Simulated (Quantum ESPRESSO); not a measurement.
# Easy axis of CoO with Quantum ESPRESSO

Wanted: the anisotropy energy of CoO and its cost.

Calculated with Quantum ESPRESSO 7.5; PBEsol; plane waves with PseudoDojo 0.4.1 SR PBEsol standard potentials, then spin–orbit coupling on the fully relativistic files of the same set.

This is a report of a sequence of runs, with most program output left out.

**1. The starting structure**

The structure is tetragonal, space group I4/mmm (No. 139). Conventional cell: a = 3.016 Å, b = 3.016 Å, c = 4.214 Å, α = 90.00°, β = 90.00°, γ = 90.00°. Co has 6 O at 2.11 to 2.13 Å nearest. O has 6 Co at 2.11 to 2.13 Å nearest. Farther neighbours and most contacts between anions are not listed.

The cell comes from the Crystallography Open Database.

**2. Collinear run on scalar-relativistic files**

Input file pw.in:

```
&CONTROL
  calculation = 'scf'
  prefix = 'pwscf'
  outdir = './tmp'
  pseudo_dir = './pseudo'
  disk_io = 'low'
/
&SYSTEM
  ibrav = 0
  celldm(1) = 8
  nat = 2
  ntyp = 2
  ecutwfc = 82
  nbnd = 20
  occupations = 'smearing'
  smearing = 'fd'
  degauss = 0.00367493
  nspin = 2
  starting_magnetization(1) = 0.1765
  starting_magnetization(2) = 0
/
&ELECTRONS
  conv_thr = 4d-11
  electron_maxstep = 150
  mixing_beta = 0.3
/
ATOMIC_SPECIES
Co     58.9332 Co.upf
O      15.9990 O.upf
CELL_PARAMETERS alat
  -0.3562133744920    0.3562133744920    0.4977650903806
   0.3562133744920   -0.3562133744920    0.4977650903806
   0.3562133744920    0.3562133744920   -0.4977650903806
ATOMIC_POSITIONS crystal
Co      0.0000000000    0.0000000000    0.0000000000
O       0.5000000000    0.5000000000    0.0000000000
K_POINTS automatic
10 10 10 0 0 0
```

On the command line:

```
$ OMP_NUM_THREADS=1 mpirun -n 2 pw.x -nk 2 -in pw.in > pw.out
```

Elapsed: 49 s, on 2 MPI ranks of Intel Xeon 6975P-C (Granite Rapids), shared host; peak memory 0.23 GiB.

Spin moment in the atom's sphere by atom:

```csv
atom,spin moment in the atom's sphere (μB)
Co1,2.50
O2,0.35
```

Read from the output:

```yaml
smearing_term_ts: 0.03091 eV
magnetization: 2.968 μB
absolute_magnetization: 2.987 μB
final_state: ferromagnetic
```

**3. One pass along [001] on 13×13×13**

Each pass runs in a folder of its own that holds a copy of a collinear save from that input. The collinear spin density is turned to the axis, and its potential is diagonalised once with spin–orbit coupling on fully relativistic PseudoDojo files; the sums over occupied states, with the smearing term, are then compared.

Input file pass.in:

```
&CONTROL
  calculation = 'nscf'
  prefix = 'pwscf'
  outdir = './tmp'
  pseudo_dir = './pseudo_fr'
  disk_io = 'low'
/
&SYSTEM
  ibrav = 0
  celldm(1) = 8
  nat = 2
  ntyp = 2
  ecutwfc = 82
  nbnd = 36
  occupations = 'smearing'
  smearing = 'fd'
  degauss = 0.00367493
  noncolin = .true.
  lspinorb = .true.
  lforcet = .true.
  starting_magnetization(1) = 0.1765
  angle1(1) = 0
  angle2(1) = -0
  starting_magnetization(2) = 0
  angle1(2) = 0
  angle2(2) = -0
/
&ELECTRONS
  conv_thr = 4d-11
  electron_maxstep = 150
  mixing_beta = 0.3
  startingpot = 'file'
  startingwfc = 'random'
  diago_thr_init = 1d-09
  diago_full_acc = .true.
/
ATOMIC_SPECIES
Co     58.9332 Co.upf
O      15.9990 O.upf
CELL_PARAMETERS alat
  -0.3562133744920    0.3562133744920    0.4977650903806
   0.3562133744920   -0.3562133744920    0.4977650903806
   0.3562133744920    0.3562133744920   -0.4977650903806
ATOMIC_POSITIONS crystal
Co      0.0000000000    0.0000000000    0.0000000000
O       0.5000000000    0.5000000000    0.0000000000
K_POINTS automatic
13 13 13 0 0 0
```

On the command line:

```
$ OMP_NUM_THREADS=1 mpirun -n 2 pw.x -nk 2 -in pass.in > pass.out
```

Run time: 95 s. Hardware: 2 MPI ranks; peak memory 0.48 GiB.

**4. One pass along [100] on 13×13×13**

Changes to pass.in since step 3:

```diff
@@ -21,7 +21,7 @@
   starting_magnetization(1) = 0.1765
-  angle1(1) = 0
-  angle2(1) = -0
+  angle1(1) = 90
+  angle2(1) = 0
   starting_magnetization(2) = 0
-  angle1(2) = 0
-  angle2(2) = -0
+  angle1(2) = 90
+  angle2(2) = 0
 /
```

Elapsed: 2.9 min, on 2 MPI ranks; peak memory 0.74 GiB.

**5. The smearing term**

The sum of energies times occupations is what pw.x prints as eband (for fewer than 100 k points). With Fermi–Dirac smearing the quantity to compare holds −TS as well, computed here from the energies and weights in the run's XML file (meV a cell, from the first axis, mesh 13×13×13):

```csv
axis,plain sum,−TS,free energy
[001],0.0000,0.0000,0.0000
[100],0.5038,-0.0707,0.4330
```

**6. Shares of the atoms**

projwfc.x runs in the folder of each pass; ef_0 is the Fermi energy of the pass along the first axis on this mesh. The input for the second axis:

Input file projwfc.in:

```
&PROJWFC
  prefix = 'pwscf'
  outdir = './tmp'
  lsym = .false.
  filproj = 'proj'
  lforcet = .true.
  ef_0 = 14.24945469
  ngauss = -99
  degauss = 0.00367493
  DeltaE = 0.05
/
```

On the command line:

```
$ OMP_NUM_THREADS=1 mpirun -n 2 projwfc.x -nk 2 -in projwfc.in > projwfc.out
```

Wall time 3.6 s (2 MPI ranks); peak memory 0.12 GiB; 7.3 s of CPU time.

The plain sum projected on atomic orbitals, with energies counted from the first axis' chemical potential (meV, from the first axis):

```csv
atom,[100]
Co1,0.429
O2,0.073
```

**7. The axes together**

A pass yields neither state nor moment: for the force theorem these columns are the collinear run's. Anisotropy, by row:

```csv
way,mesh,axis,state,energy less the first axis' (meV a primitive cell),largest spin moment (μB),CPU time (s)
force theorem,13x13x13,[001],ferromagnetic,0,2.499,189.7
force theorem,13x13x13,[100],ferromagnetic,0.433,2.499,351.2
```

**8. Results**

```yaml
state: ferromagnetic
largest_spin_moment: 2.50 μB
easy_axis_of_those_tried_on_this_mesh: [001]
energy_along_100_less_001_force_theorem: 0.433 meV a primitive cell, 3.6 MJ/m³
```

In words: On 13×13×13, leaving out the smearing term would shift a difference by 0.071 meV, against 0.43 meV for the largest. On 13×13×13, in the projected sum for [100] the largest share falls on Co1; the shares lack the smearing term and what the atomic orbitals miss, so they do not add up to the whole. On this mesh the moments prefer [001] among the axes tried. One mesh cannot show that the size is converged, and with itinerant moments even the sign can change with the mesh. Shape anisotropy is not included. The moments were started parallel in the primitive cell; if the crystal orders otherwise, its anisotropy is another. No Hubbard term acts here. In such compounds local and semilocal functionals without one often delocalise the d electrons, and can shrink or lose moments and miss the size, sign and order of the couplings. The cutoff lies under the 96 Ry that these files are usually run at. The smearing term is large for its width, so states at the Fermi level are partly filled: at this level the cell is a metal or has a gap of a few widths at most.

[Logs and program files are shortened in this print: banners, set-up blocks, solver, clock and traceback lines can be left out without a mark of their own.]

[Logs are printed without paths, hosts, clocks, repeated set-up lines and the standing remarks that a program may print on its own settings, such as how far it seeks lower states.]

[Hosts, paths, dates, database ids (printed as entryN), source tags and the programs' standing remarks are cut or masked in the printed files.]

[Where a cell is said to come from a database of computed structures, the database is the Materials Project.]
